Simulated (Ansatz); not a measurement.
A run of Ansatz 0.2.0 is set up as follows.

Contents of input.yaml:

```yaml
crystal:
  lattice:
    - [0.0, 2.024805, 2.024805]
    - [2.024805, 0.0, 2.024805]
    - [2.024805, 2.024805, 0.0]
  atoms:
    - { symbol: Al, position: [0.0, 0.0, 0.0] }
hamiltonian:
  xc: pbe
  pseudopotentials: { kind: paw }
kpoints:
  mp_grid: { grid: [11, 11, 11] }
scf:
  occupations: { method: fermi_dirac, width: 0.05 }
output:
  forces: true
  stress: true
  write_density: true
  write_potential: true
  elf: true
  volumetric_format: npy
relax:
  f_tol: 0.01
  max_steps: 40
  cell: { stress_tol: 0.05 }
```

Potentials or basis: Ansatz PAW.

Command:

```sh
$ ansatz run input.yaml --threads 2 --pin off --max-ram 5632MiB --backend cpu --events-out ev --progress --plain --runs-dir out
```

Task: What does it give for the space group after relaxing (to 0.05 Å)?

Result: Fm-3m (No. 225).

Task: What does it give for the relaxed cell?

Result: a = 2.858 Å, b = 2.858 Å, c = 2.858 Å, α = 60.00°, β = 60.00°, γ = 60.00°.

Task: What does it give for the band gap on the k mesh?

Result: None (metal or under the smearing width).

Task: Estimate the relaxed volume.

Result: 16.51 Å³/atom.

Step by step:
| step | energy change (eV) | largest force (eV/Å) | volume (Å³) |
| --- | --- | --- | --- |
| 1 | 0.0000 | 0.0000 | 16.60 |
| 2 | -0.0002 | 0.0000 | 16.50 |
| 3 | -0.0002 | 0.0000 | 16.51 |
| 4 | -0.0001 | 0.0000 | 16.51 |

Caveat: the plane-wave basis is chosen anew once the cell has moved, so the energies of steps on either side of that aren't comparable.

The cell as given is a measured one (16.60 Å³/atom); PBE puts the equilibrium volume -0.5 % from it, thermal expansion not counted.
